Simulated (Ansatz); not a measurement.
Ge:

```
CELL_PARAMETERS angstrom
0.00000 2.82891 2.82891
2.82891 0.00000 2.82891
2.82891 2.82891 0.00000
ATOMIC_POSITIONS crystal
Ge 0.75000 0.75000 0.75000
Ge 0.50000 0.50000 0.50000
```

- Program: Ansatz 0.2.0
- Task: single point
- Functional: PBE
- Potentials or basis: all-electron LAPW, scalar-relativistic
- Cutoff: 316 eV (chosen from the basis error)
- Basis error allowed: 0.001 eV/atom
- k mesh: 8 × 8 × 8
- Occupations: fermi-dirac, width 0.05 eV
- Spin: no spin polarisation

On this cell: pressure 3.6 GPa; largest force zero by symmetry; band gap on the k mesh none (metal or under the smearing width).

The same run follows on a disturbed copy (atoms moved at random, drawn with an rms of 0.05 Å):

```
Ge
1.0
     0.00000    2.82891    2.82891
     2.82891    0.00000    2.82891
     2.82891    2.82891    0.00000
Ge
2
Cartesian
  4.2054 4.2838 4.2270
  2.8276 2.8391 2.7804
```

Question: What does the disturbed cell give?

Answer: The energy (extrapolated to zero smearing) moves by +9.9 meV/atom; pressure 3.8 GPa; largest force 0.709 eV/Å; band gap on the k mesh none (metal or under the smearing width).

Forces on the atoms (eV/Å):
```
Ge   0.445 -0.380 -0.399
Ge  -0.445  0.380  0.399
```

Stress tensor (GPa, compression positive):
```
 3.77 -1.14 -1.08
-1.14  3.79  1.28
-1.08  1.28  3.78
```

Caveats: this crystal is a semiconductor, whose small gap the functional closes, so the metal is an error of the method (some runs).
